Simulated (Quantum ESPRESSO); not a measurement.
The system is Ir.

```
Ir
1.0
     0.00000    1.91560    1.91560
     1.91560    0.00000    1.91560
     1.91560    1.91560    0.00000
Ir
1
Direct
  0.00000 0.00000 0.00000
```

| Item | Value |
| --- | --- |
| Program | Quantum ESPRESSO 7.5 |
| Task | Hubbard U by linear response |
| Functional | PBE |
| Potentials or basis | PseudoDojo 0.4.1 SR PBE standard |
| Cutoff | 925 eV |
| Density cutoff | 3701 eV |
| k mesh | 10 × 10 × 10 |
| Occupations | cold, width 0.2 eV |
| Spin | no spin polarisation |
| Hubbard terms | Ir d U = 0.0001 eV |
| Start of the occupations | default |
| Hubbard projectors | atomic |
| Mixing beta | 0.3 |
| Most SCF iterations | 120 |
| SCF threshold | 2e-10 Ry |
| q mesh | 2 × 2 × 2 |

What Hubbard parameters does linear response give?

U = 4.59 eV on Ir 5d. The values belong to these projectors, potentials and this ground state, and don't carry over to other codes.

Hubbard U from linear response:
| site | manifold | U (eV) |
| --- | --- | --- |
| 1 | Ir-5d | 4.59 |
On the first site the bare response is -0.461 and the screened one -0.137 eV⁻¹.

Eigenvalues of the final occupation matrices:
| site | spin | trace | eigenvalues |
| --- | --- | --- | --- |
| Ir 1 5d | each | 4.24 | 0.82 0.82 0.82 0.89 0.89 |

Caveat: the computed U isn't converged in cell size; U without spin polarisation on a metal has little footing; the U is typed as a test and isn't derived for this compound.
